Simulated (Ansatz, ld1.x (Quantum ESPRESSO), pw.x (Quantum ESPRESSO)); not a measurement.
# titanium (Ti): one change to the TM potential, in the atom and in the fcc crystal

titanium, norm-conserving Troullier–Martins (Kleinman–Bylander form), made with ld1.x (Quantum ESPRESSO) 7.5 (PBE, scalar-relativistic). Core [Ar], reference 3d2 4s0.5 4p0 (charge +1.5). Waves: 4s (bound): rc 2.05 bohr; 3d (bound): rc 1.45 bohr; 4p (bound, empty): rc 2.35 bohr. Local part: the p channel. Core correction: a·sin(br)/r model core, default radius (core density twice the valence density).

Change: wave 4s (bound): rc 2.05 bohr becomes 4s (bound): rc 2.70 bohr.

Cutoffs, loose and tight: the cutoffs (Ry, on a coarse ladder) from which the occupation-weighted sum of valence levels, in a spherical-Bessel basis at the reference potential, stays within 10 and 1 mRy of its value at 400 Ry. They do not see the model core or the augmentation charge, which bear on the density cutoff. Test errors are all-electron minus pseudo excitation energies from the reference, over the configurations 3d2 4s2 4p0; 3d2 4s1 4p0; 3d2 4s0 4p0; 3d2 4s1 4p1; 3d2.5 4s1.5 4p0; 3d1 4s2 4p0; 3d2 4s1.5 4p0; variants that change the core or the reference have their own tests.

Crystal test: fcc Ti in pw.x 7.5, no spin, 14³ k-points, Fermi–Dirac smearing 0.01 Ry, cutoffs set for each file from its atomic test. The reference is all-electron LAPW (Ansatz 0.2.0) with the same functional, mesh and smearing; V0 and B0 come from Birch–Murnaghan fits to the pressures at five volumes. Errors are pseudo minus all-electron; Δ is the rms difference of the E(V) curves that follow from these fits, minima aligned, over ±6 % about the mean V0. Mesh and smearing are coarse, so the numbers serve the comparison and aren't converged zero-temperature values; the lattice is a test structure that the element need not adopt.

All-electron: a0 = 4.119 Å (V0 = 17.47 Å³/atom), B0 = 106.1 GPa.

Q: Does the change bring the crystal closer to the all-electron result?

A: The mean pressure error goes from +11.75 to +75.91 GPa, so the change moves the solid further from the all-electron pressures. Neither pressure curve crosses zero within the volumes sampled, so no fits are given.

```tsv
quantity	base	changed
outcome (atom)	generated	generated
cutoff, loose (atom)	80 Ry	80 Ry
cutoff, tight (atom)	100 Ry	100 Ry
bound ghosts (atom)	none	s
largest test error (meV) (atom)	-334	-456 over the solved tests; 1 of 7 tests not solved or not reliable
cutoffs in pw.x (Ry)	120/480	120/480
mean pressure error (GPa)	+11.75	+75.91
```

Base: This is a poor potential for the solid. The logarithmic derivative shows an extra or strongly shifted pseudo pole above the reference energy (p near 1.12 Ry). Changed file: This is a poor potential for the solid. Note: ghost state, extra bound levels that the all-electron valence spectrum of the same l lacks: s at -117.0 eV. A true bound ghost makes a file unfit for plane-wave use. Atomic configuration tests: 1 of 7 tests not solved or not reliable. The atomic cutoffs weigh occupied waves only.
